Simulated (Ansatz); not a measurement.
The system is Sn.

```
Sn
1.0
    -1.89465    1.89465    1.89465
     1.89465   -1.89465    1.89465
     1.89465    1.89465   -1.89465
Sn
1
Direct
  0.00000 0.00000 0.00000
```

This isn't the form of Sn at room conditions, which is tetragonal (white tin).

Base run:

| Property | Result |
| --- | --- |
| Program | Ansatz 0.2.0 |
| Functional | revPBE |
| Potentials or basis | Ansatz PAW |
| Cutoff | 420 eV (not typed: the program's choice for these potentials) |
| k mesh | 10 × 10 × 10 |
| Occupations | fermi-dirac, width 0.05 eV |
| Spin | no spin polarisation |

Its results: band gap on the k mesh none (metal or under the smearing width); pressure 1.6 GPa.

Question: The run is repeated on the same cell with these changes: functional from revPBE to PBEsol. What comes out?

Answer: Band gap on the k mesh none (metal or under the smearing width); pressure -2.2 GPa.

PBEsol binds more tightly than revPBE, so the same cell stands under less pressure.

Caveats: spin-orbit coupling is left out, which moves the levels of the heavy elements; the PAW data sets come from PBE, with cores solved anew for the run's functional, which leaves a small shift of forces and pressure.
